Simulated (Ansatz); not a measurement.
## Structure relaxation of Mn

Theory: DFT r2SCAN, scalar-relativistic, plane waves, PAW in Ansatz 0.2.0. Cutoff 500 eV, Γ-centred k mesh, Gaussian smearing, collinear spin, first started from parallel moments.

The start puts Mn on the fcc structure type (Fm-3m, No. 225), at a guessed volume.

```
Mn
1.0
     0.00000    1.89872    1.89872
     1.89872    0.00000    1.89872
     1.89872    1.89872    0.00000
Mn
1
Direct
  0.00000 0.00000 0.00000
```

Steps on the 8×8×8 mesh (1 atom). 3 of 4 steps are shown, and the free energy counts from the last. Trial steps that were taken back and renewals of the plane-wave basis can be among the rows.

```json
{"step": "1", "ΔF (meV/atom)": "52.8", "V (Å³/atom)": "13.69", "P (GPa)": "13.88"}
{"step": "2", "ΔF (meV/atom)": "1.2", "V (Å³/atom)": "14.95", "P (GPa)": "0.53"}
{"step": "4", "ΔF (meV/atom)": "0.0", "V (Å³/atom)": "15.00", "P (GPa)": "0.14"}
```

Steps on the 18×18×18 mesh (1 atom). 3 of 4 steps are shown, and the free energy counts from the last.

| step | ΔF (meV/atom) | V (Å³/atom) | P (GPa) |
| --- | --- | --- | --- |
| 1 | 3.5 | 15.00 | 2.63 |
| 2 | 0.3 | 15.39 | 0.29 |
| 4 | 0.0 | 15.44 | 0.02 |

A final relaxation ran on a 18×18×18 mesh. The relaxed crystal, Fm-3m (No. 225):

Space group Fm-3m (No. 225). a = 3.952 Å, b = 3.952 Å, c = 3.952 Å, α = 90.00°, β = 90.00°, γ = 90.00°
```
atom site symmetry x y z
  Mn    4a m-3m  0.0000  0.0000  0.0000
```

| Item | Value |
| --- | --- |
| Volume per atom | 15.44 Å³ |
| Density | 5.91 g/cm³ |
| Energy over the standard structure | 0.15 eV/atom |
| Gap on the 18×18×18 mesh | 0 eV (a metal) |
| Net moment per atom | 3.82 μB |
| Largest site moment | 3.80 μB |

Energies count from the standard state of Mn at the same level.

The final run used a 18×18×18 mesh on its 1-atom cell and 0.10 eV smearing. The k mesh leaves about 4 meV/atom of noise in metals. The magnetic state reached may not be the lowest.

Symmetry constrained the relaxation, so the result can be a saddle point.